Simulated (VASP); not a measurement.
# Br: single point with PBE

Br:

```
Br
1.0
    -1.42349    1.42349    3.57752
     1.42349   -1.42349    3.57752
     1.42349    1.42349   -3.57752
Br
1
Direct
  0.00000 0.00000 0.00000
```

```json
{"Program": "VASP 6.6.1", "Task": "single point", "Functional": "PBE", "Potentials or basis": "VASP PAW PBE potentials, release 64 (Br_GW)", "Cutoff": "500 eV", "k mesh": "5 × 5 × 5", "Occupations": "gaussian, width 0.02 eV", "Spin": "no spin polarisation"}
```

```yaml
Pressure: 1.4 GPa
Band_gap_on_the_k_mesh: none (metal or under the smearing width)
```

Stress tensor (GPa, compression positive):
```
1.29 0.00 0.00
0.00 1.29 0.00
0.00 0.00 1.59
```

Levels at points of the mesh, in eV from the Fermi level:
| k point | band 1 | band 2 | band 3 | band 4 | band 5 | band 6 |
| --- | --- | --- | --- | --- | --- | --- |
| (0.00, 0.00, 0.00) | -15.40 | -1.48 | 1.84 | 1.84 | 6.25 | 10.74 |

Run time: 13 s on 1 thread of Intel(R) Xeon(R) Platinum 8488C (Sapphire Rapids) (shared host), peak memory 0.16 GiB.

Caveat: the k mesh is coarse (spacing up to 0.62 Å⁻¹), so the values aren't converged; an odd number of electrons without spin polarisation forces a metal; a magnetic or distorted state may lie lower.
